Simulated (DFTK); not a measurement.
# Ti (Im-3m) in DFTK: settings compared

The runs below take Ti through band structure, equation of state, with TASK, SCAN, LDA-VWN, PBEsol.

All numbers are computed with DFTK 0.8.2; they aren't measurements. Logs are shortened: lines on timing, memory, paths and dates and some standing lists are left out, and cuts for length are marked.

## Step 1: Starting point

It takes space group Im-3m (No. 229, cubic). Conventional cell: a = 3.282 Å, b = 3.282 Å, c = 3.282 Å, α = 90.00°, β = 90.00°, γ = 90.00°. Ti (site symmetry m-3m) has 8 Ti at 2.84 Å as nearest neighbours.

This isn't the form of Ti at room conditions, which is hcp.

## Step 2: Band structure, TASK

Contents of run.jl:

```julia
using DFTK
using PseudoPotentialData
using Unitful, UnitfulAtomic
using LinearAlgebra, Printf
include("save.jl")
disable_threading()

# lattice vectors are the columns
lattice = austrip(1u"Å") * [        -1.641          1.641          1.641;
                    1.641         -1.641          1.641;
                    1.641          1.641         -1.641]
symbols   = [:Ti]
positions = [[0.0, 0.0, 0.0]]
pseudopotentials = Dict(:Ti => "Ti.upf")
elements = Dict(s => ElementPsp(s, pseudopotentials; rcut=10.0) for s in unique(symbols))
atoms    = [elements[s] for s in symbols]

build_model(lattice, positions; symmetries=true) =
    model_DFT(lattice, atoms, positions;
              functionals=[:mgga_x_task, :lda_c_pw],
              temperature=austrip(0.05u"eV"),
              smearing=Smearing.FermiDirac(),
              symmetries)
Ecut  = 42.0  # hartree
kgrid = [11, 11, 11]
tol   = 1e-6
to_GPa = ustrip(uconvert(u"GPa", 1u"hartree/bohr^3"))

model = build_model(lattice, positions)
basis = PlaneWaveBasis(model; Ecut, kgrid)
display(basis)
scfres = self_consistent_field(basis;
                               tol,
                               nbandsalg=AdaptiveBands(model; n_bands_converge=11))
display(scfres.energies)
@printf "Fermi level: %.6f eV\n" ustrip(auconvert(u"eV", something(scfres.εF, NaN)))
forces = compute_forces_cart(scfres)
println("Forces (eV/Å)")
for (s, f) in zip(symbols, forces)
    @printf "%-3s %12.6f %12.6f %12.6f\n" s ustrip.(auconvert.(u"eV/Å", f))...
end
stress = compute_stresses_cart(scfres)
println("Stress (GPa)")
display(round.(stress * to_GPa; digits=4))
println("Levels at the first k-point (eV): ", round.(ustrip.(auconvert.(u"eV", scfres.eigenvalues[1])); digits=4))
save_scf!(scfres; forces, stress)

points = Dict("G" => [0.0, 0.0, 0.0], "H" => [0.5, -0.5, 0.5], "P" => [0.25, 0.25, 0.25], "N" => [0.0, 0.0, 0.5])
segments = [("G", "H", 10), ("H", "N", 7), ("N", "G", 7), ("G", "P", 8), ("P", "H", 8), ("P", "N", 5)]
kcoords = vcat([[points[a] + t * (points[b] - points[a]) for t in range(0, 1, n)] for (a, b, n) in segments]...)
bands = compute_bands(scfres, ExplicitKpoints(kcoords); n_bands=13, tol=1e-5)
for (k, ε) in zip(bands.basis.kpoints, bands.eigenvalues)
    @printf "%d %8.4f %8.4f %8.4f " k.spin k.coordinate...
    println(join([@sprintf("%9.4f", e) for e in ustrip.(auconvert.(u"eV", ε .- scfres.εF))]))
end
results["band_energies"] = rows(bands.eigenvalues); results["band_kpoints"] = rows(kcoords)
```

Potentials or basis: in-house norm-conserving set (r2SCAN, scalar relativistic).

The run is started by

```bash
$ julia --threads=1 run.jl  # save.jl only writes the numbers to a file and isn't shown; printed stress counts tension as positive; times include loading and compiling
```

Output:

```text
[... set-up lines left out ...]
n     Energy            log10(ΔE)   log10(Δρ)   log10(Δτ)   Diag   Δtime
---   ---------------   ---------   ---------   ---------   ----   ------
  1   -65.52822626037                   -1.03        0.84    5.2    23.5s
  2   -65.56453887560       -1.44       -1.07       -0.04    3.2    16.8s
  3   -65.56449695656   +   -4.38       -1.09       -1.71    2.8    14.6s
  4   -65.57079981691       -2.20       -1.53       -0.76    3.0    16.1s
  5   -65.57157398941       -3.11       -1.82       -1.27    1.7    12.2s
  6   -65.57182107885       -3.61       -2.50       -1.34    2.0    14.3s
  7   -65.57182514381       -5.39       -2.57       -2.94    2.3    13.4s
  8   -65.57183174954       -5.18       -2.99       -2.28    1.5    11.5s
  9   -65.57183242937       -6.17       -3.16       -2.94    2.2    13.2s
 10   -65.57183297865       -6.26       -3.73       -2.74    2.0    12.9s
 11   -65.57183302918       -7.30       -4.57       -3.08    2.4    14.1s
 12   -65.57183302949       -9.50       -4.69       -4.09    2.3    13.7s
 13   -65.57183302975       -9.59       -5.08       -4.24    2.1    13.7s
 14   -65.57183302975      -11.85       -5.22       -5.12    2.2    13.6s
 15   -65.57183302976      -10.96       -5.38       -5.47    1.0    10.7s
 16   -65.57183302978      -10.86       -6.37       -5.01    2.0    12.9s
Energy breakdown (in Ha):
    Kinetic             23.8184205
    AtomicLocal         -46.5233312
    AtomicNonlocal      1.5148601
    Ewald               -42.2478846
    PspCorrection       1.4795677
    Hartree             12.3207307
    Xc                  -15.9334811
    Entropy             -0.0007150

    total               -65.571833029776
Fermi level: 9.628689 eV
Forces (eV/Å)
Ti     -0.000000     0.000000     0.000000
Stress (GPa)
3×3 StaticArraysCore.SMatrix{3, 3, Float64, 9} with indices SOneTo(3)×SOneTo(3):
 -4.0574   0.0      0.0
  0.0     -4.0574   0.0
  0.0      0.0     -4.0574
Levels at the first k-point (eV): [-51.7616, -25.7646, -25.7646, -25.7646, 2.7037, 10.9006, 10.9006, 10.9006, 12.5727, 12.5727, 28.744, 28.744, 28.744, 35.0284]
1   0.0000   0.0000   0.0000  -61.3903 -35.3933 -35.3933 -35.3933  -6.9250   1.2719   1.2719   1.2719   2.9440   2.9440  19.1153  19.1153  19.1153
1   0.0556  -0.0556   0.0556  -61.3820 -35.4240 -35.4062 -35.4062  -6.6946   1.2443   1.2443   1.3501   2.7480   3.0158  18.4844  19.2711  19.2711
1   0.1111  -0.1111   0.1111  -61.3586 -35.5061 -35.4436 -35.4436  -6.0316   1.1950   1.1950   1.5778   2.1953   3.2066  17.3925  19.4270  19.4270
1   0.1667  -0.1667   0.1667  -61.3238 -35.6144 -35.5021 -35.5021  -5.0241   1.2032   1.2032   1.3845   1.9344   3.4528  16.5016  18.7763  18.7763
1   0.2222  -0.2222   0.2222  -61.2832 -35.7194 -35.5757 -35.5757  -3.8407   0.4500   1.3527   1.3527   2.3853   3.7122  15.9144  17.1732  17.1732
1   0.2778  -0.2778   0.2778  -61.2426 -35.7985 -35.6559 -35.6559  -2.7765  -0.4756   1.7019   1.7019   2.8826   4.1134  15.1821  15.1821  15.5746
[... 37 lines left out ...]
1   0.0625   0.0625   0.4375  -61.2490 -36.0591 -35.6224 -35.4253  -2.4599  -0.3298   0.4241   3.0433   3.3272   4.9910   9.3285  14.0628  16.9797
1   0.0000   0.0000   0.5000  -61.2507 -36.0863 -35.6028 -35.4004  -2.7055  -0.2380   0.6981   2.9913   3.3181   4.4918   9.3748  14.5740  18.5678
```

Run time: 6.6 min. Hardware: 1 thread of Intel Xeon Platinum 8259CL at 2.50GHz (Skylake/Cascade Lake), shared host; peak memory 1.7 GiB.

Results:

| Quantity | Value |
| --- | --- |
| Free energy | -1784.3005 eV |
| Pressure | 4.1 GPa |
| Band gap on the k mesh | none (metal or under the smearing width) |

Levels at the corners of the path, in eV from the Fermi level:
| point | band 4 | band 5 | band 6 | band 7 | band 8 | band 9 |
| --- | --- | --- | --- | --- | --- | --- |
| Γ | -35.39 | -6.92 | 1.27 | 1.27 | 1.27 | 2.94 |
| H | -35.85 | -2.43 | -2.43 | 4.14 | 4.14 | 4.14 |
| N | -35.40 | -2.71 | -0.24 | 0.70 | 2.99 | 3.32 |
| Γ | -35.39 | -6.92 | 1.27 | 1.27 | 1.27 | 2.94 |
| P | -35.74 | -0.73 | -0.73 | -0.73 | 3.38 | 3.38 |
| H | -35.85 | -2.43 | -2.43 | 4.14 | 4.14 | 4.14 |
| P | -35.74 | -0.73 | -0.73 | -0.73 | 3.38 | 3.38 |
| N | -35.40 | -2.71 | -0.24 | 0.70 | 2.99 | 3.32 |

Caveat: the potentials were made for another functional, which shifts forces and pressure.

## Step 3: Band structure, SCAN

Edit run.jl of step 2 so:

```diff
@@ -7,8 +7,11 @@
 
-# lattice vectors are the columns
-lattice = austrip(1u"Å") * [        -1.641          1.641          1.641;
-                    1.641         -1.641          1.641;
-                    1.641          1.641         -1.641]
-symbols   = [:Ti]
-positions = [[0.0, 0.0, 0.0]]
+lines = readlines("Ti.cif")
+tag(name) = parse(Float64, split(only(filter(startswith(name), lines)))[2])
+a, b, c = tag.(["_cell_length_a", "_cell_length_b", "_cell_length_c"])
+α, β, γ = deg2rad.(tag.(["_cell_angle_alpha", "_cell_angle_beta", "_cell_angle_gamma"]))
+cx, cy  = cos(β), (cos(α) - cos(β) * cos(γ)) / sin(γ)
+lattice = austrip(1u"Å") * [a b*cos(γ) c*cx; 0 b*sin(γ) c*cy; 0 0 c*sqrt(1 - cx^2 - cy^2)]
+sites     = split.(lines[findlast(startswith("_atom_site_"), lines)+1:end])
+symbols   = [Symbol(s[2]) for s in sites]
+positions = [parse.(Float64, s[5:7]) for s in sites]
 pseudopotentials = Dict(:Ti => "Ti.upf")
@@ -19,3 +22,3 @@
     model_DFT(lattice, atoms, positions;
-              functionals=[:mgga_x_task, :lda_c_pw],
+              functionals=SCAN(),
               temperature=austrip(0.05u"eV"),
@@ -33,3 +36,4 @@
                                tol,
-                               nbandsalg=AdaptiveBands(model; n_bands_converge=11))
+                               nbandsalg=AdaptiveBands(model; n_bands_converge=11),
+                               solver=ScfAndersonSolver())
 display(scfres.energies)
```

Contents of Ti.cif:

```cif
data_Ti
_cell_length_a 2.84229538
_cell_length_b 2.84229538
_cell_length_c 2.84229538
_cell_angle_alpha 109.47122063
_cell_angle_beta 109.47122063
_cell_angle_gamma 109.47122063
_space_group_name_H-M_alt 'P1'
_space_group_name_Hall 'P 1'
_space_group_IT_number 1
loop_
_space_group_symop_operation_xyz
'x,y,z'
loop_
_atom_site_label
_atom_site_type_symbol
_atom_site_symmetry_multiplicity
_atom_site_Wyckoff_symbol
_atom_site_fract_x
_atom_site_fract_y
_atom_site_fract_z
_atom_site_occupancy
Ti1 Ti 1 a 0.0000000000 0.0000000000 0.0000000000 1
```

Potentials or basis: in-house norm-conserving set (r2SCAN, scalar relativistic).

The run is started by

```bash
$ julia --threads=1 run.jl  # save.jl only writes the numbers to a file and isn't shown; printed stress counts tension as positive; times include loading and compiling
```

It took 6.7 min on 1 thread of Intel Xeon Platinum 8259CL at 2.50GHz (Skylake/Cascade Lake), shared host; peak memory 1.7 GiB.

Results (log left out):

| Property | Result |
| --- | --- |
| Free energy | -1776.5062 eV |
| Pressure | -4.2 GPa |
| Band gap on the k mesh | none (metal or under the smearing width) |

Levels at the corners of the path, in eV from the Fermi level:
```tsv
point	band 2	band 3	band 4	band 5	band 6	band 7	band 8	band 9	band 10	band 11
Γ	-33.57	-33.57	-33.57	-6.20	1.06	1.06	1.06	2.96	2.96	17.81
H	-34.03	-34.03	-34.03	-2.09	-2.09	4.07	4.07	4.07	8.42	8.42
N	-34.24	-33.78	-33.57	-2.52	-0.38	1.04	2.91	3.30	4.43	8.99
Γ	-33.57	-33.57	-33.57	-6.20	1.06	1.06	1.06	2.96	2.96	17.81
P	-33.90	-33.90	-33.90	-0.64	-0.64	-0.64	3.36	3.36	9.28	9.28
H	-34.03	-34.03	-34.03	-2.09	-2.09	4.07	4.07	4.07	8.42	8.42
P	-33.90	-33.90	-33.90	-0.64	-0.64	-0.64	3.36	3.36	9.28	9.28
N	-34.24	-33.78	-33.57	-2.52	-0.38	1.04	2.91	3.30	4.43	8.99
```

## Step 4: Equation of state, LDA-VWN

Contents of run.jl:

```julia
using DFTK
using PseudoPotentialData
using Unitful, UnitfulAtomic
using LinearAlgebra, Printf
include("save.jl")
disable_threading()

lines = readlines("Ti.cif")
tag(name) = parse(Float64, split(only(filter(startswith(name), lines)))[2])
a, b, c = tag.(["_cell_length_a", "_cell_length_b", "_cell_length_c"])
α, β, γ = deg2rad.(tag.(["_cell_angle_alpha", "_cell_angle_beta", "_cell_angle_gamma"]))
cx, cy  = cos(β), (cos(α) - cos(β) * cos(γ)) / sin(γ)
lattice = austrip(1u"Å") * [a b*cos(γ) c*cx; 0 b*sin(γ) c*cy; 0 0 c*sqrt(1 - cx^2 - cy^2)]
sites     = split.(lines[findlast(startswith("_atom_site_"), lines)+1:end])
symbols   = [Symbol(s[2]) for s in sites]
positions = [parse.(Float64, s[5:7]) for s in sites]
pseudopotentials = PseudoFamily("cp2k.nc.sr.lda.v0_1.largecore.gth")
elements = Dict(s => ElementPsp(s, pseudopotentials) for s in unique(symbols))
atoms    = [elements[s] for s in symbols]

build_model(lattice, positions; symmetries=true) =
    model_DFT(lattice, atoms, positions;
              functionals=[:lda_x, :lda_c_vwn],
              temperature=austrip(0.05u"eV"),
              smearing=Smearing.FermiDirac(),
              symmetries)
Ecut  = 37.0  # hartree
kgrid = [11, 11, 11]
tol   = 1e-6
to_GPa = ustrip(uconvert(u"GPa", 1u"hartree/bohr^3"))

results["points"] = []
for scale in [0.94, 0.96, 0.98, 1.0, 1.02, 1.04, 1.06]
    println("\n=== scale = ", scale)
    model = build_model(cbrt(scale) * lattice, positions)
    basis = PlaneWaveBasis(model; Ecut, kgrid)
    t0 = time()
    scfres = self_consistent_field(basis;
                                   tol,
                                   nbandsalg=AdaptiveBands(model; n_bands_converge=7))
    seconds = time() - t0
    @printf "SCF: %d iterations, %.1f s\n" scfres.n_iter seconds
    forces = compute_forces_cart(scfres)
    stress = compute_stresses_cart(scfres)
    @printf "V = %.5f Å^3  F = %.8f Ha  max force = %.5f eV/Å  p = %.4f GPa\n" ustrip(auconvert(u"Å^3", model.unit_cell_volume)) scfres.energies.total ustrip(auconvert(u"eV/Å", maximum(norm, forces))) (-tr(stress) / 3 * to_GPa)
    push!(results["points"], save_scf!(scfres; forces, stress, d=Dict{String,Any}("seconds" => seconds, "n_matvec" => get(scfres, :n_matvec, 0))))
end

# third-order Birch-Murnaghan fit in x = V^(-2/3)
V = [0.94, 0.96, 0.98, 1.0, 1.02, 1.04, 1.06] * abs(det(lattice))
E = [p["total"] for p in results["points"]]
x = V .^ (-2 / 3)
c = [x .^ 0 x x .^ 2 x .^ 3] \ E
Δ = c[3]^2 - 3c[2] * c[4]
if Δ > 0
    x0 = (-c[3] + sqrt(Δ)) / 3c[4]
    B0 = 4 / 9 * x0^(7 / 2) * (2c[3] + 6c[4] * x0)
    @printf "V0 = %.4f Å^3  B0 = %.2f GPa\n" ustrip(auconvert(u"Å^3", x0^(-3 / 2))) B0 * to_GPa
end
```

Ti.cif is that of step 3.

Potentials or basis: cp2k.nc.sr.lda.v0_1.largecore.gth (LDA, GTH, large core).

The run is started by

```bash
$ julia --threads=1 run.jl  # save.jl only writes the numbers to a file and isn't shown; printed stress counts tension as positive; times include loading and compiling
```

Wall time 3.7 min (1 thread of Intel Xeon Platinum 8259CL at 2.50GHz (Skylake/Cascade Lake), shared host); peak memory 1.5 GiB.

The run converged, but some of its settings lie outside the range that counts as converged, so its numbers aren't taken as properties of the crystal.

Results:

```yaml
Equilibrium_volume: "15.65 Å³/atom (rough: see the caveat)"
Bulk_modulus: 116 GPa (rough)
```

Caveat: the minimum lies outside the volumes run; the cutoff is short for these potentials, so energies and forces aren't converged, fitted volumes are rough and the log's stress (off by 3 to 10 GPa or more in trials) isn't used; this set keeps more shells in the core, which shifts pressures and gaps.

## Step 5: Band structure, PBEsol

Contents of run.jl:

```julia
using DFTK
using PseudoPotentialData
using Unitful, UnitfulAtomic
using LinearAlgebra, Printf
include("save.jl")
disable_threading()

lines     = readlines("POSCAR")
lattice   = austrip(1u"Å") * parse(Float64, lines[2]) * hcat([parse.(Float64, split(l)) for l in lines[3:5]]...)
symbols   = vcat([fill(Symbol(s), parse(Int, n)) for (s, n) in zip(split(lines[6]), split(lines[7]))]...)
positions = [parse.(Float64, split(l)[1:3]) for l in lines[9:8+length(symbols)]]
pseudopotentials = PseudoFamily("dojo.nc.sr.pbesol.v0_4_1.standard.upf")
elements = Dict(s => ElementPsp(s, pseudopotentials) for s in unique(symbols))
atoms    = [elements[s] for s in symbols]

build_model(lattice, positions; symmetries=true) =
    model_DFT(lattice, atoms, positions;
              functionals=PBEsol(),
              temperature=austrip(0.05u"eV"),
              smearing=Smearing.FermiDirac(),
              symmetries)
Ecut  = 42.0  # hartree
kgrid = [11, 11, 11]
tol   = 1e-6
to_GPa = ustrip(uconvert(u"GPa", 1u"hartree/bohr^3"))

model = build_model(lattice, positions)
basis = PlaneWaveBasis(model; Ecut, kgrid)
display(basis)
scfres = self_consistent_field(basis;
                               tol,
                               nbandsalg=AdaptiveBands(model; n_bands_converge=11))
display(scfres.energies)
@printf "Fermi level: %.6f eV\n" ustrip(auconvert(u"eV", something(scfres.εF, NaN)))
forces = compute_forces_cart(scfres)
println("Forces (eV/Å)")
for (s, f) in zip(symbols, forces)
    @printf "%-3s %12.6f %12.6f %12.6f\n" s ustrip.(auconvert.(u"eV/Å", f))...
end
stress = compute_stresses_cart(scfres)
println("Stress (GPa)")
display(round.(stress * to_GPa; digits=4))
println("Levels at the first k-point (eV): ", round.(ustrip.(auconvert.(u"eV", scfres.eigenvalues[1][1:scfres.n_bands_converge])); digits=4))
save_scf!(scfres; forces, stress)

points = Dict("G" => [0.0, 0.0, 0.0], "H" => [0.5, -0.5, 0.5], "P" => [0.25, 0.25, 0.25], "N" => [0.0, 0.0, 0.5])
segments = [("G", "H", 10), ("H", "N", 7), ("N", "G", 7), ("G", "P", 8), ("P", "H", 8), ("P", "N", 5)]
kcoords = vcat([[points[a] + t * (points[b] - points[a]) for t in range(0, 1, n)] for (a, b, n) in segments]...)
bands = compute_bands(scfres, ExplicitKpoints(kcoords); n_bands=13, tol=1e-5)
for (k, ε) in zip(bands.basis.kpoints, bands.eigenvalues)
    @printf "%d %8.4f %8.4f %8.4f " k.spin k.coordinate...
    println(join([@sprintf("%9.4f", e) for e in ustrip.(auconvert.(u"eV", ε .- scfres.εF))]))
end
results["band_energies"] = rows(bands.eigenvalues); results["band_kpoints"] = rows(kcoords)
```

Contents of POSCAR:

```
Ti
1.0
   -1.6410000000      1.6410000000      1.6410000000
    1.6410000000     -1.6410000000      1.6410000000
    1.6410000000      1.6410000000     -1.6410000000
Ti
1
Direct
    0.0000000000      0.0000000000      0.0000000000
```

Potentials or basis: dojo.nc.sr.pbesol.v0_4_1.standard.upf (PBEsol).

The run is started by

```bash
$ julia --threads=1 run.jl  # save.jl only writes the numbers to a file and isn't shown; printed stress counts tension as positive; times include loading and compiling
```

Wall time 92 s (1 thread of Intel Xeon Platinum 8488C (Sapphire Rapids), shared host); peak memory 1.5 GiB.

It converged, with:

```
Free energy            : -1613.5364 eV
Pressure               : -6.7 GPa
Band gap on the k mesh : none (metal or under the smearing width)
```

Levels at the corners of the path, in eV from the Fermi level:
```
point  band 4  band 5  band 6  band 7  band 8  band 9
    Γ  -32.28   -5.90    0.99    0.99    0.99    2.73
    H  -32.73   -2.04   -2.04    3.88    3.88    3.88
    N  -32.29   -2.41   -0.38    1.09    2.71    3.06
    Γ  -32.28   -5.90    0.99    0.99    0.99    2.73
    P  -32.60   -0.60   -0.60   -0.60    3.11    3.11
    H  -32.73   -2.04   -2.04    3.88    3.88    3.88
    P  -32.60   -0.60   -0.60   -0.60    3.11    3.11
    N  -32.29   -2.41   -0.38    1.09    2.71    3.06
```

## Step 6: Band structure, TASK

Edit run.jl of step 5 so:

```diff
@@ -11,4 +11,4 @@
 positions = [parse.(Float64, split(l)[1:3]) for l in lines[9:8+length(symbols)]]
-pseudopotentials = PseudoFamily("dojo.nc.sr.pbesol.v0_4_1.standard.upf")
-elements = Dict(s => ElementPsp(s, pseudopotentials) for s in unique(symbols))
+pseudopotentials = Dict(:Ti => "Ti.upf")
+elements = Dict(s => ElementPsp(s, pseudopotentials; rcut=10.0) for s in unique(symbols))
 atoms    = [elements[s] for s in symbols]
@@ -17,3 +17,3 @@
     model_DFT(lattice, atoms, positions;
-              functionals=PBEsol(),
+              functionals=[:mgga_x_task, :lda_c_pw],
               temperature=austrip(0.05u"eV"),
@@ -22,3 +22,3 @@
 Ecut  = 42.0  # hartree
-kgrid = [11, 11, 11]
+kgrid = [10, 10, 10]
 tol   = 1e-6
@@ -31,3 +31,4 @@
                                tol,
-                               nbandsalg=AdaptiveBands(model; n_bands_converge=11))
+                               nbandsalg=AdaptiveBands(model; n_bands_converge=11),
+                               solver=ScfAndersonSolver())
 display(scfres.energies)
```

POSCAR is that of step 5.

Potentials or basis: in-house norm-conserving set (r2SCAN, scalar relativistic).

The run is started by

```bash
$ julia --threads=1 run.jl  # save.jl only writes the numbers to a file and isn't shown; printed stress counts tension as positive; times include loading and compiling
```

Wall time 4 min (1 thread of Intel Xeon Platinum 8488C (Sapphire Rapids), shared host); peak memory 1.7 GiB.

It converged, with:

```
Free energy            : -1784.3035 eV
Pressure               : 3.9 GPa
Band gap on the k mesh : none (metal or under the smearing width)
```

Levels at the corners of the path, in eV from the Fermi level:
| point | band 4 | band 5 | band 6 | band 7 | band 8 | band 9 |
| --- | --- | --- | --- | --- | --- | --- |
| Γ | -35.37 | -6.90 | 1.30 | 1.30 | 1.30 | 2.96 |
| H | -35.83 | -2.41 | -2.41 | 4.17 | 4.17 | 4.17 |
| N | -35.38 | -2.68 | -0.21 | 0.72 | 3.01 | 3.34 |
| Γ | -35.37 | -6.90 | 1.30 | 1.30 | 1.30 | 2.96 |
| P | -35.71 | -0.71 | -0.71 | -0.71 | 3.40 | 3.40 |
| H | -35.83 | -2.41 | -2.41 | 4.17 | 4.17 | 4.17 |
| P | -35.71 | -0.71 | -0.71 | -0.71 | 3.40 | 3.40 |
| N | -35.38 | -2.68 | -0.21 | 0.72 | 3.01 | 3.34 |

Caveat: the potentials were made for another functional, which shifts forces and pressure.

## Step 7: The runs side by side

| level | potentials or basis | k mesh | SCF solver | gap on the mesh (eV) | pressure (GPa) |
| --- | --- | --- | --- | --- | --- |
| TASK | in-house norm-conserving set (r2SCAN, scalar relativistic) | 11 × 11 × 11 | - | none | 4.1 |
| SCAN | in-house norm-conserving set (r2SCAN, scalar relativistic) | 11 × 11 × 11 | ScfAndersonSolver | none | -4.2 |
| PBEsol | dojo.nc.sr.pbesol.v0_4_1.standard.upf (PBEsol) | 11 × 11 × 11 | - | none | -6.7 |
| TASK | in-house norm-conserving set (r2SCAN, scalar relativistic) | 10 × 10 × 10 | ScfAndersonSolver | none | 3.9 |

Alike in all rows: task band structure; no spin polarisation; cell as given; cutoff (eV) 1143; smearing fermi-dirac 0.05 eV.

Caveats: the potentials were made for another functional, which shifts forces and pressure (some runs).

Total energies depend on the potentials used, so only differences within one code and one set of settings carry meaning.
